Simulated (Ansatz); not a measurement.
**CdS: how the settings move a single-point run**

How sensitive is a single-point run of CdS to its settings? A reference run comes first, then two runs with altered input. The cell is built on a prototype (rocksalt) and needn't be the phase found in nature.

Computed with Ansatz 0.2.0 (reference: DFT, PBEsol, plane waves, PAW, unless a step's input says otherwise).

4 further runs of the same task are left out: 4 that didn't finish.

**1. Starting point**

Symmetry: Fm-3m, No. 225, cubic system. The conventional cell has a = 5.454 Å, b = 5.454 Å, c = 5.454 Å, α = 90.00°, β = 90.00°, γ = 90.00°. Cd (site symmetry m-3m) is surrounded by 6 S at 2.73 Å. S (site symmetry m-3m) has 6 Cd at 2.73 Å as nearest neighbours.

As a file:

```cif
data_structure
_symmetry_space_group_name_H-M 'P 1'
_symmetry_Int_Tables_number 1
_cell_length_a 3.8562
_cell_length_b 3.8562
_cell_length_c 3.8562
_cell_angle_alpha 60.000
_cell_angle_beta 60.000
_cell_angle_gamma 60.000
_cell_volume 40.55
loop_
_atom_site_label
_atom_site_type_symbol
_atom_site_fract_x
_atom_site_fract_y
_atom_site_fract_z
_atom_site_occupancy
Cd1 Cd 0.00000 0.00000 0.00000 1
S1 S 0.50000 0.50000 0.50000 1
```

**2. The reference run**

Contents of input.yaml:

```yaml
crystal:
  lattice:
    - [0.0, 2.7267765442, 2.7267765442]
    - [2.7267765442, 0.0, 2.7267765442]
    - [2.7267765442, 2.7267765442, 0.0]
  atoms:
    - { symbol: Cd, position: [0.0, 0.0, 0.0] }
    - { symbol: S, position: [0.5, 0.5, 0.5] }
kpoints:
  mp_grid: { grid: [6, 6, 6] }
hamiltonian:
  xc: pbesol
scf:
  occupations: { method: fixed }
  n_extra_bands: 4
output:
  forces: true
  stress: true
  eigenvalues: true
  write_density: true
  write_potential: true
  elf: true
  volumetric_format: npy
```

On the command line:

```sh
$ ansatz run input.yaml --threads 4 --pin off --max-ram 3686MiB --backend cpu --events-out ev --progress --plain --runs-dir out
```

Excerpt of the output:

```text
[...]
Basis set: ecut = 420 eV, 821 PW (Γ), exchange–correlation on 54×54×54 points (8 copies of the dense FFT grid, shifted against one another)
[...]
k-points: 16 of 216
[...]
SCF iter   1: F=—  HF=-9070.044303 eV  |F-HF|=—  |Δ(HF+E_count)|=         —  Δρ=5.12e-3  dr2=1.22e-2  ethr=1.77e-3  ⟨swp⟩=4.4  Hψ=1136  notcnv=0  defer=28
preconditioner: auto → none  [insulator: Δε(μ)=0.067 eV  Ē_g=12.394 eV  n_scr=14 (ndim 8)  ℏωp=24.7 eV  f_vac=0.004  ε∞_Penn≈5.0]
SCF iter   2: F=—  HF=-9070.040883 eV  |F-HF|=—  |Δ(HF+E_count)|=   3.42e-3  Δρ=1.07e-3  dr2=2.25e-4  ethr=4.68e-5  ⟨swp⟩=2.0  Hψ=566  notcnv=0  defer=30
[...]
SCF iter   5: F=-9070.040890 eV  HF=-9070.040890 eV  |F-HF|=2.28e-8  |Δ(HF+E_count)|=   4.40e-6  Δρ=1.61e-5  dr2=4.57e-8  ethr=5.38e-8  ⟨swp⟩=2.0  Hψ=399  notcnv=0  defer=1
SCF iter   6: F=-9070.040890 eV  HF=-9070.040890 eV  |F-HF|=3.97e-10  |Δ(HF+E_count)|=   2.84e-8  Δρ=2.51e-6  dr2=1.37e-9  ethr=1.76e-10  ⟨swp⟩=7.0  Hψ=1746  notcnv=0
[...]
SCF converged after 6 iterations
Free energy (F): -9070.040890 eV
[...]
E sigma→0 (E₀):  -9070.040890 eV
Fermi energy:    9.761798 eV
[...]
  P = ⅓ Tr σ = -2.3994 GPa (-23.994 kbar)
[...]
```

It took 0.95 s on 4 threads of an Arm CPU, shared host; peak memory 0.31 GiB.

**3. Changed: xc r2scan**

Edit input.yaml of step 2 so:

```diff
@@ -11,3 +11,3 @@
 hamiltonian:
-  xc: pbesol
+  xc: r2scan
 scf:
@@ -19,5 +19 @@
   eigenvalues: true
-  write_density: true
-  write_potential: true
-  elf: true
-  volumetric_format: npy
```

On the command line:

```sh
$ ansatz run input.yaml --threads 4 --pin off --max-ram 3686MiB --backend cpu --events-out ev --progress --plain --runs-dir out
```

The log of the run, cut to the lines that bear on the results:

```text
Warning: RAYON_NUM_THREADS=4 ignored (pool sized by the plan → 4); use --threads N
scf.n_extra_bands = 4 over 13 filled bands (N_el = 26.0): the run solves 17 bands
[...]
Pseudopotentials: kind: paw
Pseudopotential: Cd, paw, valence charge 20, recommended cutoff 500 eV (meta_gga), Cd.paw.azcp
Pseudopotential: S, paw, valence charge 6, recommended cutoff 500 eV (meta_gga), S.paw.azcp
Functional definition: r2SCAN
[...]
Crystal: 2 atoms, lattice volume = 40.549 Å³
Basis set: ecut = 500 eV, 965 PW (Γ), exchange–correlation on 120×120×120 points (64 copies of the dense FFT grid, shifted against one another)
Bands: 17, of which v1, the nominal top of the filled ones, is band 13 counted from 1 (12 counted from 0)
Symmetry: 48 space group operations
Space group: Fm-3m (ITA 225), of the structure as read, at distance tolerance 3.4e-5 Å
k-points: 16 of 216
[...]
SCF iter   1: F=—  HF=-9175.435459 eV  |F-HF|=—  |Δ(HF+E_count)|=         —  Δρ=7.65e-3  dr2=1.35e-2  dr2_τ=1.70e-2  ethr=1.77e-3  ⟨swp⟩=4.7  Hψ=1164  notcnv=0  defer=27
[...]
SCF iter   7: F=-9175.450107 eV  HF=-9175.450107 eV  |F-HF|=3.02e-9  |Δ(HF+E_count)|=   1.26e-8  Δρ=3.76e-6  dr2=6.50e-9  dr2_τ=1.72e-10  ethr=3.85e-10  ⟨swp⟩=4.0  Hψ=890  notcnv=0
[...]
SCF converged after 7 iterations
Free energy (F): -9175.450107 eV
[...]
E sigma→0 (E₀):  -9175.450107 eV
Fermi energy:    9.609276 eV
[...]
--- Forces (eV/Å), atoms counted from 1 ---
  atom   1  Cd    -0.00000000     0.00000000     0.00000000
  atom   2  S      0.00000000    -0.00000000    -0.00000000
[...]
--- Stress (GPa, compression-positive) ---
        0.026690       0.000000       0.000000
       -0.000000       0.026690       0.000000
       -0.000000       0.000000       0.026690
  P = ⅓ Tr σ = 0.0267 GPa (0.267 kbar)
--- Band table (eV; the first three rows and the last of 16) ---
  k-point 0: bands = ["-94.7771", "-54.9465", "-54.9465", "-54.9465", "-3.7228", "1.7020", "1.7020", "1.7020", "1.7065", "1.7065", "8.8263", "8.8263", "8.8263", "11.2111", "19.2841", "19.2841", "19.2841"]
[...]
```

Run time: 1.6 s. Hardware: 4 threads of an Arm CPU, shared host; peak memory 0.44 GiB.

A change of functional puts the total energy on another scale; the pressure goes from -2.4 to 0.0 GPa and the gap on the mesh goes from 0.13 to 0.75 eV. At this fixed cell a higher pressure means that this functional prefers a larger volume than the reference. Meta-GGAs of this kind usually give somewhat wider gaps than GGAs.

**4. Changing settings: xc mr2scan**

Edit input.yaml of step 2 so:

```diff
@@ -11,3 +11,3 @@
 hamiltonian:
-  xc: pbesol
+  xc: mr2scan
 scf:
@@ -19,5 +19 @@
   eigenvalues: true
-  write_density: true
-  write_potential: true
-  elf: true
-  volumetric_format: npy
```

On the command line:

```sh
$ ansatz run input.yaml --threads 4 --pin off --max-ram 3686MiB --backend cpu --events-out ev --progress --plain --runs-dir out
```

The log of the run, cut to the lines that bear on the results:

```text
Warning: RAYON_NUM_THREADS=4 ignored (pool sized by the plan → 4); use --threads N
scf.n_extra_bands = 4 over 13 filled bands (N_el = 26.0): the run solves 17 bands
[...]
[... 3 set-up lines as earlier in the session ...]
Functional definition: m-r2SCAN
[...]
Crystal: 2 atoms, lattice volume = 40.549 Å³
Basis set: ecut = 500 eV, 965 PW (Γ), exchange–correlation on 120×120×120 points (64 copies of the dense FFT grid, shifted against one another)
Bands: 17, of which v1, the nominal top of the filled ones, is band 13 counted from 1 (12 counted from 0)
[... 2 set-up lines as earlier in the session ...]
k-points: 16 of 216
[...]
SCF iter   1: F=—  HF=-9175.435459 eV  |F-HF|=—  |Δ(HF+E_count)|=         —  Δρ=7.65e-3  dr2=1.35e-2  dr2_τ=1.70e-2  ethr=1.77e-3  ⟨swp⟩=4.7  Hψ=1164  notcnv=0  defer=27
[...]
SCF iter   7: F=-9175.450107 eV  HF=-9175.450107 eV  |F-HF|=3.02e-9  |Δ(HF+E_count)|=   1.26e-8  Δρ=3.76e-6  dr2=6.50e-9  dr2_τ=1.72e-10  ethr=3.85e-10  ⟨swp⟩=4.0  Hψ=890  notcnv=0
[...]
SCF converged after 7 iterations
Free energy (F): -9175.450107 eV
[...]
E sigma→0 (E₀):  -9175.450107 eV
Fermi energy:    9.609276 eV
[...]
--- Forces (eV/Å), atoms counted from 1 ---
  atom   1  Cd    -0.00000000     0.00000000     0.00000000
  atom   2  S      0.00000000    -0.00000000    -0.00000000
[...]
--- Stress (GPa, compression-positive) ---
        0.026690       0.000000       0.000000
       -0.000000       0.026690       0.000000
       -0.000000       0.000000       0.026690
  P = ⅓ Tr σ = 0.0267 GPa (0.267 kbar)
--- Band table (eV; the first three rows and the last of 16) ---
  k-point 0: bands = ["-94.7771", "-54.9465", "-54.9465", "-54.9465", "-3.7228", "1.7020", "1.7020", "1.7020", "1.7065", "1.7065", "8.8263", "8.8263", "8.8263", "11.2111", "19.2841", "19.2841", "19.2841"]
[...]
```

Run time: 1.5 s. Hardware: 4 threads of an Arm CPU, shared host; peak memory 0.43 GiB.

Total energies don't compare across a change of functional; the pressure goes from -2.4 to 0.0 GPa and the gap on the mesh goes from 0.13 to 0.75 eV. At this fixed cell a higher pressure means that this functional prefers a larger volume than the reference. Meta-GGAs of this kind usually give somewhat wider gaps than GGAs.

**5. Comparison**

| run | ending | energy change | pressure (GPa) | gap (eV) | force (eV/Å) | cycles | time |
| --- | --- | --- | --- | --- | --- | --- | --- |
| reference | converged | - | -2.4 | 0.13 | 0.00 | 6 | 0.95 s |
| 1: xc r2scan | converged | not comparable | 0.0 | 0.75 | 0.00 | 7 | 1.6 s |
| 2: xc mr2scan | converged | not comparable | 0.0 | 0.75 | 0.00 | 7 | 1.5 s |

Times don't compare one to one where runs were asked for different outputs or read a saved state (see the inputs); cycles may leave out searches for a lower state.

Residual by cycle in the longest SCF loop of each run; runs are numbered as in the table. The quantity is the density residual dr2, in eV.

| cycle | reference | run 1 | run 2 |
| --- | --- | --- | --- |
| 1 | 0.0122 | 0.0135 | 0.0135 |
| 2 | 2.2e-4 | 0.00251 | 0.00251 |
| 3 | 5.2e-5 | 1.9e-4 | 1.9e-4 |
| 4 | 1.4e-5 | 1.2e-5 | 1.2e-5 |
| 5 | 4.6e-8 | 3.8e-7 | 3.8e-7 |
| 6 | 1.4e-9 | 1.1e-7 | 1.1e-7 |
| 7 | - | 6.5e-9 | 6.5e-9 |

What this shows: The pressure spans -2.4 to 0.0 GPa over the reference and the converged variants. The gap spans 0.13 to 0.75 eV over the reference and the converged variants.
